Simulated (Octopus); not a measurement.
MnS in Octopus: the effect of starting spin order

Crystal: MnS.

```
Mn S
1.0
     0.00000    2.60450    2.60450
     2.60450    0.00000    2.60450
     2.60450    2.60450    0.00000
Mn S
1 1
Direct
  0.00000 0.00000 0.00000
  0.50000 0.50000 0.50000
```

Alike in all runs:

* Program: Octopus 16.4
* Task: single point
* Functional: PBE
* Potentials or basis: pseudodojo_pbe (PseudoDojo 0.5, PBE)
* Grid spacing: 0.142 Å
* k mesh: 6 × 6 × 6
* Occupations: fermi-dirac, width 0.05 eV

Problem. One run gave: energy over the lowest run 1219.3 meV/atom; final net moment 0.00 μB; final largest site moment 0.00 μB. Which starting spin order did it use?
A. ferromagnetic start
B. ferromagnetic start larger moments
C. no spin
D. random start

Solution. C.

| starting spin order | energy over the lowest run (meV/atom) | final net moment (μB) | final largest site moment (μB) |
| --- | --- | --- | --- |
| ferromagnetic start | 0.0 | 4.70 | 4.59 |
| ferromagnetic start larger moments | 0.0 | 4.70 | 4.59 |
| no spin | 1219.3 | 0.00 | 0.00 |
| random start | 0.0 | 4.70 | 4.59 |

Caveats: a cell with one magnetic atom can't hold antiferromagnetic order, which such compounds often take (some runs).
